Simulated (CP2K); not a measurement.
# WS2 in CP2K: a series of runs

One slab, WS2, is run at these levels: LDA, PBEsol, r2SCAN, TB-mBJ; tasks: band structure.

Program: CP2K 2026.2. These are calculated values, not measurements. Logs are shortened: lines on timing, memory, paths and dates and some standing lists are left out, and cuts for length are marked.

**1. The structure**

The cell holds a slab with vacuum, 6 atoms: a = 3.183 Å, b = 3.183 Å, c = 23.669 Å, α = 90.00°, β = 90.00°, γ = 120.00°.

**2. Band structure, LDA**

ws2_bands.inp reads:

```
&GLOBAL
  PROJECT ws2_bands
  RUN_TYPE ENERGY_FORCE
  PRINT_LEVEL LOW
&END GLOBAL
&FORCE_EVAL
  METHOD QS
  STRESS_TENSOR ANALYTICAL
  &DFT
    BASIS_SET_FILE_NAME BASIS_MOLOPT_UZH
    POTENTIAL_FILE_NAME GTH_POTENTIALS
    &MGRID
      CUTOFF 450
      REL_CUTOFF 60
      NGRIDS 4
    &END MGRID
    &QS
      METHOD GPW
      EPS_DEFAULT 1.0E-9
    &END QS
    &KPOINTS
      SCHEME MONKHORST-PACK 10 10 2
      GAMMA_CENTERED T
      SYMMETRY T
      SYMMETRY_BACKEND SPGLIB
    &END KPOINTS
    &SCF
      SCF_GUESS ATOMIC
      EPS_SCF 1.0E-6
      MAX_SCF 100
      ADDED_MOS 24
      CHOLESKY OFF
      EPS_EIGVAL 1.0E-7
      &DIAGONALIZATION ON
        ALGORITHM STANDARD
      &END DIAGONALIZATION
      &MIXING ON
        METHOD BROYDEN_MIXING
        ALPHA 0.4
        BETA 1.5
        NBUFFER 8
      &END MIXING
      &SMEAR ON
        METHOD FERMI_DIRAC
        ELECTRONIC_TEMPERATURE 1160.45
      &END SMEAR
    &END SCF
    &XC
      &XC_FUNCTIONAL
        &LDA_X
        &END LDA_X
        &LDA_C_PW
        &END LDA_C_PW
      &END XC_FUNCTIONAL
    &END XC
    &PRINT
      &KPOINTS ON
      &END KPOINTS
      &MULLIKEN ON
      &END MULLIKEN
      &MO ON
        ENERGIES T
        OCCUPATION_NUMBERS T
        &EACH
          QS_SCF 0
        &END EACH
        ADD_LAST NUMERIC
      &END MO
      &BAND_STRUCTURE
        FILE_NAME bands.bs
        ADDED_MOS 2
        &KPOINT_SET
          UNITS B_VECTOR
          NPOINTS 10
          SPECIAL_POINT GAMMA 0.00000000 0.00000000 0.00000000
          SPECIAL_POINT M 0.50000000 0.00000000 0.00000000
          SPECIAL_POINT K 0.33333333 0.33333333 0.00000000
          SPECIAL_POINT GAMMA 0.00000000 0.00000000 0.00000000
          SPECIAL_POINT A 0.00000000 0.00000000 0.50000000
          SPECIAL_POINT L 0.50000000 0.00000000 0.50000000
          SPECIAL_POINT H 0.33333333 0.33333333 0.50000000
          SPECIAL_POINT A 0.00000000 0.00000000 0.50000000
        &END KPOINT_SET
        &KPOINT_SET
          UNITS B_VECTOR
          NPOINTS 10
          SPECIAL_POINT L 0.50000000 0.00000000 0.50000000
          SPECIAL_POINT M 0.50000000 0.00000000 0.00000000
        &END KPOINT_SET
        &KPOINT_SET
          UNITS B_VECTOR
          NPOINTS 10
          SPECIAL_POINT K 0.33333333 0.33333333 0.00000000
          SPECIAL_POINT H 0.33333333 0.33333333 0.50000000
        &END KPOINT_SET
      &END BAND_STRUCTURE
    &END PRINT
  &END DFT
  &SUBSYS
    &CELL
      A 3.1832085602 0.0000000000 0.0000000000
      B -1.5916042801 2.7567394786 0.0000000000
      C 0.0000000000 0.0000000000 23.6687632500
      PERIODIC XYZ
    &END CELL
    &COORD
      SCALED
      W   0.6666666667 0.3333333333 0.3626824600
      W   0.3333333333 0.6666666667 0.6373175400
      S   0.6666666667 0.3333333333 0.7031838900
      S   0.3333333333 0.6666666667 0.4285581700
      S   0.6666666667 0.3333333333 0.5714418300
      S   0.3333333333 0.6666666667 0.2968161100
    &END COORD
    &KIND W
      BASIS_SET TZVP-MOLOPT-PBE-GTH-q14
      POTENTIAL GTH-PADE-q14
    &END KIND
    &KIND S
      BASIS_SET TZVP-MOLOPT-PBE-GTH-q6
      POTENTIAL GTH-PADE-q6
    &END KIND
    &PRINT
      &ATOMIC_COORDINATES ON
      &END ATOMIC_COORDINATES
      &CELL ON
      &END CELL
      &SYMMETRY ON
      &END SYMMETRY
    &END PRINT
  &END SUBSYS
  &PRINT
    &FORCES ON
    &END FORCES
    &STRESS_TENSOR ON
    &END STRESS_TENSOR
  &END PRINT
&END FORCE_EVAL
```

Potentials or basis: GTH_POTENTIALS W GTH-PADE-q14, S GTH-PADE-q6; TZVP-MOLOPT-PBE-GTH basis.

Run with:

```sh
$ OMP_NUM_THREADS=1 mpirun -n 3 cp2k.psmp -i ws2_bands.inp -o ws2_bands.out
```

ws2_bands.out:

```text

 CP2K| version string:                                       CP2K version 2026.2
 CP2K| Input file name                                             ws2_bands.inp

 GLOBAL| Force Environment number                                              1
 GLOBAL| Basis set file name                                    BASIS_MOLOPT_UZH
 GLOBAL| Potential file name                                      GTH_POTENTIALS
 GLOBAL| MM Potential file name                                     MM_POTENTIAL
 GLOBAL| Coordinate file name                                      __STD_INPUT__
 GLOBAL| Method name                                                        CP2K
 GLOBAL| Project name                                                  ws2_bands
 GLOBAL| Run type                                                   ENERGY_FORCE
 GLOBAL| FFT library                                                       FFTW3
 GLOBAL| Diagonalization library                                       ScaLAPACK
 GLOBAL| Cholesky decomposition library                                ScaLAPACK
 GLOBAL| DGEMM library                                                      BLAS
 GLOBAL| Direct generalized diagonalization requested                          F
 GLOBAL| Matrix multiplication library                                 ScaLAPACK
 GLOBAL| Global print level                                                  LOW
 GLOBAL| Total number of message passing processes                             3
 GLOBAL| Number of threads for this process                                    1
 GLOBAL| CPU model name           Intel(R) Xeon(R) Platinum 8259CL CPU @ 2.50GHz

 CELL| Volume [angstrom^3]:                                           207.699947
 CELL| Vector a [angstrom]:       3.183     0.000     0.000   |a| =     3.183209
 CELL| Vector b [angstrom]:      -1.592     2.757     0.000   |b| =     3.183209
 CELL| Vector c [angstrom]:       0.000     0.000    23.669   |c| =    23.668763
 CELL| Angle (b,c), alpha [degree]:                                    90.000000
 CELL| Angle (a,c), beta  [degree]:                                    90.000000
 CELL| Angle (a,b), gamma [degree]:                                   120.000000
 CELL| Numerically orthorhombic:                                              NO
 CELL| Periodicity                                                           XYZ

 CELL_REF| Volume [angstrom^3]:                                       207.699947
 CELL_REF| Vector a [angstrom     3.183     0.000     0.000   |a| =     3.183209
 CELL_REF| Vector b [angstrom    -1.592     2.757     0.000   |b| =     3.183209
 CELL_REF| Vector c [angstrom     0.000     0.000    23.669   |c| =    23.668763
 CELL_REF| Angle (b,c), alpha [degree]:                                90.000000
 CELL_REF| Angle (a,c), beta  [degree]:                                90.000000
 CELL_REF| Angle (a,b), gamma [degree]:                               120.000000
 CELL_REF| Numerically orthorhombic:                                          NO
 CELL_REF| Periodicity                                                       XYZ

[... 9 lines left out ...]

  Total number of            - Atomic kinds:                                   2
                             - Atoms:                                          6
                             - Shell sets:                                     6
                             - Shells:                                        50
                             - Primitive Cartesian functions:                 28
                             - Cartesian basis functions:                    154
                             - Spherical basis functions:                    138

  Maximum angular momentum of- Orbital basis functions:                        3
                             - Local part of the GTH pseudopotential:          2
                             - Non-local part of the GTH pseudopotential:      4

 MODULE QUICKSTEP: ATOMIC COORDINATES IN ANGSTROM

   Atom Kind Element         X             Y             Z       Z(eff)     Mass
      1    1 W    74      1.591604      0.918913      8.584245  14.0000 183.8400
      2    1 W    74     -0.000000      1.837826     15.084518  14.0000 183.8400
      3    2 S    16      1.591604      0.918913     16.643493   6.0000  32.0650
      4    2 S    16     -0.000000      1.837826     10.143442   6.0000  32.0650
      5    2 S    16      1.591604      0.918913     13.525321   6.0000  32.0650
      6    2 S    16     -0.000000      1.837826      7.025270   6.0000  32.0650

 Crystal Symmetry Information
[... 87 lines left out ...]
     3 Broy./Diag. 0.40E+00    2.1     1.47488092      -177.9900072864 -4.09E-01
     4 Broy./Diag. 0.40E+00    2.1     0.22651847      -177.9904303938 -4.23E-04
     5 Broy./Diag. 0.40E+00    2.1     0.04644322      -178.0789397893 -8.85E-02
     6 Broy./Diag. 0.40E+00    2.0     0.00959183      -178.0734414042  5.50E-03
     7 Broy./Diag. 0.40E+00    2.0     0.00607998      -178.0705558855  2.89E-03
     8 Broy./Diag. 0.40E+00    2.1     0.01698128      -178.0820748456 -1.15E-02
     9 Broy./Diag. 0.40E+00    2.1     0.00073404      -178.0952539269 -1.32E-02
    10 Broy./Diag. 0.40E+00    2.0     0.00127554      -178.0994044699 -4.15E-03
    11 Broy./Diag. 0.40E+00    2.0     0.00054827      -178.1000745815 -6.70E-04
    12 Broy./Diag. 0.40E+00    2.0     0.00025385      -178.0993403320  7.34E-04
    13 Broy./Diag. 0.40E+00    2.0     0.00038426      -178.0994496429 -1.09E-04
    14 Broy./Diag. 0.40E+00    2.1     0.00010301      -178.0998678799 -4.18E-04
    15 Broy./Diag. 0.40E+00    2.2     0.00015302      -178.1001482844 -2.80E-04
    16 Broy./Diag. 0.40E+00    2.4     0.00012401      -178.1002097252 -6.14E-05
    17 Broy./Diag. 0.40E+00    2.5     0.00003965      -178.1001739628  3.58E-05
    18 Broy./Diag. 0.40E+00    2.4     0.00007103      -178.1000931998  8.08E-05
    19 Broy./Diag. 0.40E+00    2.8     0.00001139      -178.1000933711 -1.71E-07
    20 Broy./Diag. 0.40E+00    2.6     0.00002214      -178.1001403038 -4.69E-05
    21 Broy./Diag. 0.40E+00    3.3     0.00000988      -178.1001643756 -2.41E-05
    22 Broy./Diag. 0.40E+00    3.4     0.00000392      -178.1001646680 -2.92E-07
    23 Broy./Diag. 0.40E+00    3.0     0.00000808      -178.1001644916  1.76E-07
    24 Broy./Diag. 0.40E+00    2.6     0.00000054      -178.1001656228 -1.13E-06

  *** SCF run converged in    24 steps ***

  Electronic density on regular grids:        -51.9999999966        0.0000000034
  Core density on regular grids:               51.9999999498       -0.0000000502
  Total charge density on r-space grids:       -0.0000000468
  Total charge density g-space grids:          -0.0000000468

  Overlap energy of the core charge distribution:               0.00000000617076
  Self energy of the core charge distribution:               -301.49813723980628
  Core Hamiltonian energy:                                     67.88898157477854
  Hartree energy:                                              79.85284892449940
  Exchange-correlation energy:                                -24.34385342486098
  Electronic entropic energy:                                  -0.00000546355069
  Fermi energy:                                                 0.08358202946710

  Total energy:                                              -178.10016562277133
  Total energy (extrapolated to T->0):                       -178.10016289099599

 MO| EIGENVALUES AND OCCUPATION NUMBERS FOR K POINT 1
 MO|
 MO|  Index      Eigenvalue [a.u.]        Eigenvalue [eV]             Occupation
 MO|      1              -2.702827             -73.547661               2.000000
 MO|      2              -2.702700             -73.544195               2.000000
 MO|      3              -1.349399             -36.719027               2.000000
 MO|      4              -1.349110             -36.711151               2.000000
 MO|      5              -1.333814             -36.294913               2.000000
 MO|      6              -1.333691             -36.291580               2.000000
[... 770 lines left out ...]
 MO|     49               0.539594              14.683097               0.000000
 MO|     50               0.549817              14.961288               0.000000
 MO| Sum:                                                              52.000002
 MO| E(Fermi):            0.083582 a.u.          2.274383 eV

 [... the levels of further k-points ...]

 !-----------------------------------------------------------------------------!
                     Mulliken Population Analysis

 #  Atom  Element  Kind  Atomic population                           Net charge
       1     W        1         15.605975                             -1.605975
       2     W        1         15.605975                             -1.605975
       3     S        2          5.284350                              0.715650
       4     S        2          5.109675                              0.890325
       5     S        2          5.109675                              0.890325
       6     S        2          5.284350                              0.715650
 # Total charge                             52.000000                 -0.000000

 !-----------------------------------------------------------------------------!

 KPOINTS| Band Structure Calculation
 KPOINTS| Number of k-point sets                                               3
 KPOINTS| Number of added MOs/bands                                            2
 KPOINTS| Number of k-points in set    1                                      71
 KPOINTS| In units of b-vector [2pi/Bohr]
 KPOINTS| Special point     1       GAMMA     0.000000     0.000000     0.000000
 KPOINTS| Special point     2           M     0.500000     0.000000     0.000000
 KPOINTS| Special point     3           K     0.333333     0.333333     0.000000
 KPOINTS| Special point     4       GAMMA     0.000000     0.000000     0.000000
 KPOINTS| Special point     5           A     0.000000     0.000000     0.500000
 KPOINTS| Special point     6           L     0.500000     0.000000     0.500000
 KPOINTS| Special point     7           H     0.333333     0.333333     0.500000
 KPOINTS| Special point     8           A     0.000000     0.000000     0.500000
 KPOINTS| Number of k-points in set    2                                      11
 KPOINTS| In units of b-vector [2pi/Bohr]
 KPOINTS| Special point     1           L     0.500000     0.000000     0.500000
 KPOINTS| Special point     2           M     0.500000     0.000000     0.000000
 KPOINTS| Number of k-points in set    3                                      11
 KPOINTS| In units of b-vector [2pi/Bohr]
 KPOINTS| Special point     1           K     0.333333     0.333333     0.000000
 KPOINTS| Special point     2           H     0.333333     0.333333     0.500000

 ENERGY| Total FORCE_EVAL ( QS ) energy [hartree]           -178.100164998340460

 FORCES| Atomic forces [hartree/bohr]
 FORCES|   Atom     x               y               z               |f|
 FORCES|      1  1.72295078E-06 -6.14763520E-05  3.15565255E-04   3.21502318E-04
 FORCES|      2 -1.72295097E-06  6.14763519E-05 -3.15565255E-04   3.21502318E-04
 FORCES|      3  6.72834600E-07 -3.04340171E-05  1.14007863E-02   1.14008269E-02
 FORCES|      4 -8.28434891E-07  3.29689479E-05  1.65232398E-02   1.65232727E-02
 FORCES|      5  8.28434846E-07 -3.29689480E-05 -1.65232398E-02   1.65232727E-02
 FORCES|      6 -6.72834650E-07  3.04340171E-05 -1.14007863E-02   1.14008269E-02
 FORCES| Sum    -2.79745431E-13 -1.56449852E-13  1.60704783E-14
 FORCES| Total atomic force                                       3.20924170E-13

 STRESS| Analytical stress tensor [bar]
 STRESS|                        x                   y                   z
 STRESS|      x       -1.18583198525E+05   2.14316694009E+00  -8.79974791919E-01
 STRESS|      y        2.14316694009E+00  -1.17571376226E+05  -2.29070715569E+00
 STRESS|      z       -8.79974791919E-01  -2.29070715569E+00   2.05172341275E+04
 STRESS| 1/3 Trace                                            -7.18791135410E+04
 STRESS| Determinant                                           2.86051070530E+14

 STRESS| Eigenvectors and eigenvalues of the analytical stress tensor [bar]
 STRESS|                        1                   2                   3
 STRESS| Eigenvalues  -1.18583203070E+05  -1.17571371724E+05   2.05172341711E+04
 STRESS|      x           0.999997756810      0.002118097210     -0.000006326439
 STRESS|      y          -0.002118097315      0.999997756692     -0.000016588774
 STRESS|      z           0.000006291288      0.000016602137      0.999999999842
```

It took 65 s on 3 MPI ranks of Intel Xeon Platinum 8259CL at 2.50GHz (Skylake/Cascade Lake), shared host.

Results:

- Free energy: -4846.3520 eV
- Largest force: 0.850 eV/Å
- Band gap on the k mesh: 1.47 eV, indirect (least direct gap 2.22 eV)
- Band gap along the path: 1.38 eV, indirect (least direct gap 1.81 eV)
- Mulliken charges: W -1.61; S +0.72, +0.89 e

Forces on the atoms (eV/Å):
```
W    0.000 -0.003  0.016
W    0.000  0.003 -0.016
S    0.000 -0.002  0.586
S    0.000  0.002  0.850
S    0.000 -0.002 -0.850
S    0.000  0.002 -0.586
```

Levels at the corners of the path, in eV from the valence-band top:
| point | band 23 | band 24 | band 25 | band 26 | band 27 | band 28 | band 29 | band 30 |
| --- | --- | --- | --- | --- | --- | --- | --- | --- |
| Γ | -2.25 | -2.23 | -0.52 | 0.00 | 2.34 | 2.34 | 2.34 | 2.34 |
| M | -1.90 | -1.85 | -1.41 | -1.36 | 1.95 | 1.95 | 3.12 | 3.19 |
| K | -2.80 | -2.80 | -0.42 | -0.36 | 1.45 | 1.45 | 2.88 | 3.33 |
| Γ | -2.25 | -2.23 | -0.52 | 0.00 | 2.34 | 2.34 | 2.34 | 2.34 |
| A | -2.25 | -2.23 | -0.52 | 0.00 | 2.34 | 2.34 | 2.34 | 2.34 |
| L | -1.90 | -1.85 | -1.41 | -1.36 | 1.95 | 1.95 | 3.12 | 3.19 |
| H | -2.80 | -2.80 | -0.42 | -0.36 | 1.45 | 1.45 | 2.88 | 3.33 |
| A | -2.25 | -2.23 | -0.52 | 0.00 | 2.34 | 2.34 | 2.34 | 2.34 |
| L | -1.90 | -1.85 | -1.41 | -1.36 | 1.95 | 1.95 | 3.12 | 3.19 |
| M | -1.90 | -1.85 | -1.41 | -1.36 | 1.95 | 1.95 | 3.12 | 3.19 |
| K | -2.80 | -2.80 | -0.42 | -0.36 | 1.45 | 1.45 | 2.88 | 3.33 |
| H | -2.80 | -2.80 | -0.42 | -0.36 | 1.45 | 1.45 | 2.88 | 3.33 |

Caveat: Mulliken charges move with the basis; spin-orbit coupling is left out, which moves the levels of the heavy elements; the basis of atomic orbitals isn't converged, which shifts pressures, moduli and gaps. Expect the measured gap to be larger: semilocal functionals such as LDA lack the derivative discontinuity.

[end of part 1 of 2]
